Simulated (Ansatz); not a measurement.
InPd, 2 atoms in the cell. It takes space group Pm-3m (No. 221, cubic). The conventional cell has a = 3.272 Å, b = 3.272 Å, c = 3.272 Å, α = 90.00°, β = 90.00°, γ = 90.00°. Around In (site symmetry m-3m) lie 8 Pd at 2.83 Å. Around Pd (site symmetry m-3m) lie 8 In at 2.83 Å. The cell comes from a database or a generator and needn't be the stable form of this composition.

```yaml
Program: Ansatz 0.2.0
Task: relaxation of cell and atoms
Functional: BLYP
Dispersion: D4
Potentials_or_basis: Ansatz PAW
Cutoff: "420 eV (not typed: the program's choice for these potentials)"
k_mesh: 8 × 8 × 8
Occupations: fermi-dirac, width 0.05 eV
Spin: no spin polarisation
```

Potentials or basis: Ansatz PAW.

Command:

```sh
$ ansatz run input.yaml --threads 2 --pin off --max-ram 5632MiB --backend cpu --events-out ev --progress --plain --runs-dir out
```

Hardware: 2 threads of Arm Neoverse V2, with other jobs on the host.

Task: How long does it take, and how much memory?

Result: It took 4.3 s on 2 threads of Arm Neoverse V2, with other jobs on the host, peak memory 0.32 GiB. Counts: scf iterations 32, plane waves 739, k points 35, bands 20, ion steps 5.
